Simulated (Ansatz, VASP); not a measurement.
# Two plane-wave programs on HfO2

```
Hf O
1.0
     4.83012    0.00000    0.00000
     0.00000    4.83012    0.00000
     0.00000    0.00000    3.20972
Hf O
2 4
Direct
  0.00000 0.00000 0.00000
  0.50000 0.50000 0.50000
  0.19497 0.80503 0.50000
  0.30503 0.30503 0.00000
  0.69497 0.69497 0.00000
  0.80503 0.19497 0.50000
```

Alike in both runs: functional PBEsol; k mesh 6 × 6 × 8; occupations gaussian, width 0.02 eV; no spin polarisation.

Ansatz relaxed the structure, and its values are those at the end. VASP's run is a single point on that final structure, the one shown.

|  | VASP | Ansatz |
| --- | --- | --- |
| version | VASP 6.6.1 | Ansatz 0.2.0 |
| potentials or method | VASP PAW PBE potentials, release 64 (Hf_pv, O) | scalar-relativistic, plane waves, PAW |
| plane-wave cutoff (eV) | 520 | 420 |
| valence electrons in the cell | 44 | 76 |

```tsv
	VASP	Ansatz	Ansatz less VASP
gap on the k mesh at the Fermi level (eV)	3.84	3.89	+0.055
least direct gap on the mesh (eV)	3.84	3.89	+0.055
pressure (GPa)	-2.7	0.0	+2.69
rms of the force components (eV/Å)	0.022	0.000	-0.0223
```

The two sets of potentials don't hold the same shells in valence.

Caveats: the PAW data sets were made with another functional, which shifts forces and pressure a little (VASP); spin-orbit coupling is left out, which moves the levels of the heavy elements. PBEsol gaps usually lie below the measured ones, often by a third to a half. A k mesh can miss the band edges.
